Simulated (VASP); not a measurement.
System: ZrC (rock salt type, first atom moved by 0.06 Å along [111]), 2 atoms in the cell.

```yaml
crystal:
  lattice:
    - [0.00000, 2.35500, 2.35500]
    - [2.35500, 0.00000, 2.35500]
    - [2.35500, 2.35500, 0.00000]
  atoms:
    - { symbol: Zr, position: [0.00735, 0.00735, 0.00735] }
    - { symbol: C, position: [0.50000, 0.50000, 0.50000] }
```
Lattice in Å, positions in fractions of it.

Code and potentials: VASP, Zr_sv_GW/C_GW, 900 eV. Settings: k-mesh 4×4×4 Γ-centred; Fermi–Dirac smearing of 0.1 eV; no spin polarisation. For HSE06: HFSCREEN = 0.208; HFRCUT = 0; PRECFOCK = Normal.

Plain PBE gives:

```json
{
  "Pressure": "-0.36 GPa"
}
```

```tsv
atom	Fx (eV/Å)	Fy (eV/Å)	Fz (eV/Å)
Zr1	-0.250	-0.250	-0.250
C2	0.250	0.250	0.250
```

**Question.** What changes under HSE06?

**Answer.** The pressure goes down by 2.515 GPa to -2.874 GPa; the forces move by 296 meV/Å (rms):

```
atom  Fx (eV/Å)  Fy (eV/Å)  Fz (eV/Å)
 Zr1     -0.079     -0.079     -0.079
  C2      0.079      0.079      0.079
```

VASP prints the stress at a fixed plane-wave basis, so it holds the Pulay stress of this cutoff.

The k-mesh is coarse, so these values belong to this mesh and can lie far from the converged ones. Potentials made with PBE were used with another functional (at least in: VASP, Zr_sv_GW/C_GW, 900 eV (HSE06)).
